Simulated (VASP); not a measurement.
Input of a VASP 6.6.1 run:

The input INCAR:

```
SYSTEM = BaTiO3
ALGO     = Normal         ! electronic algorithm
EDIFF    = 1E-7           ! SCF threshold, eV
EDIFFG   = -0.01          ! ionic threshold
ENCUT    = 600            ! plane-wave cutoff, eV
IBRION   = 2              ! ionic algorithm
ISIF     = 4              ! what is computed and relaxed
ISMEAR   = 0              ! smearing method
KPAR     = 2            
LASPH    = .TRUE.         ! aspherical terms in the spheres
LCHARG   = .FALSE.        ! write CHGCAR
LMIXTAU  = .TRUE.       
LREAL    = .FALSE.        ! projectors in reciprocal space
LWAVE    = .FALSE.        ! write WAVECAR
METAGGA  = R2SCAN         ! meta-GGA
NELM     = 80             ! most SCF steps
NSW      = 40             ! ionic steps
PREC     = Accurate       ! precision mode
SIGMA    = 0.03           ! smearing width, eV
```

KPOINTS

```
k-points
0
G
  9 9 7
  0 0 0
```

The input POSCAR:

```
BaTiO3                                  
1.0
    2.8484236209      1.6445381443      2.3366363764
   -2.8484236209      1.6445381443      2.3366363764
    0.0000000000     -3.2890762885      2.3366363764
  Ba              Ti              O             
     1     1     3
Direct
     0.9975455690696762    0.9975455690696762    0.9975455690696762
     0.4843201647741750    0.4843201647741750    0.4843201647741750
     0.5092703481832136    0.5092703481832136    0.0187935697897123
     0.0187935697897123    0.5092703481832136    0.5092703481832136
     0.5092703481832136    0.0187935697897123    0.5092703481832136
```

Potentials or basis: VASP PAW PBE potentials, release 64 (Ba_sv, Ti_sv, O).

Run with:

```sh
$ cat potpaw_PBE.64/Ba_sv/POTCAR potpaw_PBE.64/Ti_sv/POTCAR potpaw_PBE.64/O/POTCAR > POTCAR
$ mpirun -np 2 vasp_std > vasp.out
```

(1) What does it give for the band gap on the k mesh?

## Answers

(1) 2.81 eV, indirect (least direct gap 3.21 eV).

Caveat: the relaxation stopped at its first step, so nothing moved; spin-orbit coupling is left out, which moves the levels of the heavy elements; an odd mesh through Γ misses points on the zone boundary, where band edges often lie.
